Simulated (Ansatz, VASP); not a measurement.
CuAu (Tetraauricupride) in VASP and in Ansatz

INCAR

```
SYSTEM = CuAu
PREC = Accurate
ENCUT = 520
EDIFF = 1E-7
ISMEAR = 0
SIGMA = 0.1
LREAL = .False.
LASPH = .True.
NELM = 100
ALGO = Normal
ISIF = 2
LWAVE = .False.
LCHARG = .True.
GGA = PE
LELF = .True.
LVHAR = .True.
NBANDS = 18
```

File KPOINTS:

```
Automatic mesh
0
Gamma
  6 6 6
  0 0 0
```

The input POSCAR:

```
CuAu
1.0
    2.8000000000      0.0000000000      0.0000000000
    0.0000000000      2.8000000000      0.0000000000
    0.0000000000      0.0000000000      3.6700000000
Cu Au
1 1
Direct
    0.5000000000      0.5000000000      0.5000000000
    0.0000000000      0.0000000000      0.0000000000
```

Input for Ansatz:

```yaml
crystal:
  lattice:
    - [2.8, 0.0, 0.0]
    - [0.0, 2.8, 0.0]
    - [0.0, 0.0, 3.67]
  atoms:
    - { symbol: Cu, position: [0.5, 0.5, 0.5] }
    - { symbol: Au, position: [0.0, 0.0, 0.0] }
basis:
  ecutwfc: 420
kpoints:
  mp_grid: { grid: [6, 6, 6] }
hamiltonian:
  xc: pbe
scf:
  occupations: { method: gaussian, width: 0.1 }
output:
  forces: true
  stress: true
  eigenvalues: true
```

Alike in both runs: task single point; functional PBE; k mesh 6 × 6 × 6; occupations gaussian, width 0.1 eV; no spin polarisation.

|  | VASP | Ansatz |
| --- | --- | --- |
| version | VASP 6.6.1 | Ansatz 0.2.0 |
| potentials or method | VASP PAW PBE potentials, release 64 (Cu, Au) | scalar-relativistic, plane waves, PAW |
| plane-wave cutoff (eV) | 520 | 420 |
| valence electrons in the cell | 22 | 38 |

```csv
,VASP,Ansatz,Ansatz less VASP
gap on the k mesh at the Fermi level (eV),none,none,-
pressure (GPa),7.3,7.3,+0.05
largest component of the traceless stress (GPa),2.23,2.31,+0.082
```

A gap of «none» marks a metal or a gap that the smearing closes. With one functional, cell and mesh, what is left measures potentials, basis and numerics. The two sets of potentials don't hold the same shells in valence.

Caveats: the k mesh is coarse (spacing up to 0.37 Å⁻¹), so the values aren't converged. Spin-orbit coupling is left out, which matters for the levels of Au.
